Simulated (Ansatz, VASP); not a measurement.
**WC in VASP and in Ansatz**

The input INCAR:

```
SYSTEM = WC
PREC = Accurate ; ENCUT = 520
EDIFF = 1E-6 ; ISMEAR = 0
SIGMA = 0.1 ; LREAL = .False.
LASPH = .True. ; NELM = 100
ALGO = Fast ; ISIF = 2
LWAVE = .False. ; LCHARG = .True.
GGA = PS ; LELF = .True.
LVHAR = .True. ; NBANDS = 16
```

KPOINTS

```
regular mesh
0
Gamma
  12 12 12
  0 0 0
```

POSCAR

```
WC
1.0
    2.8984136656      0.0000000000      0.0000000000
   -1.4492068328      2.5100998651      0.0000000000
    0.0000000000      0.0000000000      2.8276119061
W C
1 1
Direct
    0.0000000000      0.0000000000      0.0000000000
    0.6666666667      0.3333333333      0.5000000000
```

Input for Ansatz:

```yaml
crystal:
  lattice:
    - [2.8984136656, 0.0, 0.0]
    - [-1.4492068328, 2.5100998651, 0.0]
    - [0.0, 0.0, 2.8276119061]
  atoms:
    - { symbol: W, position: [0.0, 0.0, 0.0] }
    - { symbol: C, position: [0.6666666667, 0.3333333333, 0.5] }
basis:
  ecutwfc: 420
kpoints:
  mp_grid: { grid: [12, 12, 12] }
hamiltonian:
  xc: pbesol
scf:
  occupations: { method: gaussian, width: 0.1 }
output:
  forces: true
  stress: true
  eigenvalues: true
```

Alike in both runs: task single point; functional PBEsol; k mesh 12 × 12 × 12; occupations gaussian, width 0.1 eV; no spin polarisation.

|  | VASP | Ansatz |
| --- | --- | --- |
| version | VASP 6.6.1 | Ansatz 0.2.0 |
| potentials or method | VASP PAW PBE potentials, release 64 (W_sv, C) | scalar-relativistic, plane waves, PAW |
| plane-wave cutoff (eV) | 520 | 420 |
| valence electrons in the cell | 18 | 18 |

```tsv
	VASP	Ansatz	Ansatz less VASP
gap on the k mesh at the Fermi level (eV)	none	none	-
pressure (GPa)	1.4	0.1	-1.33
largest component of the traceless stress (GPa)	0.16	0.07	-0.084
```

A gap of «none» marks a metal or a gap that the smearing closes.

Caveats: the PAW data sets were made with another functional, which shifts forces and pressure a little (VASP). The runs have no spin-orbit coupling, so splittings on W are missing.
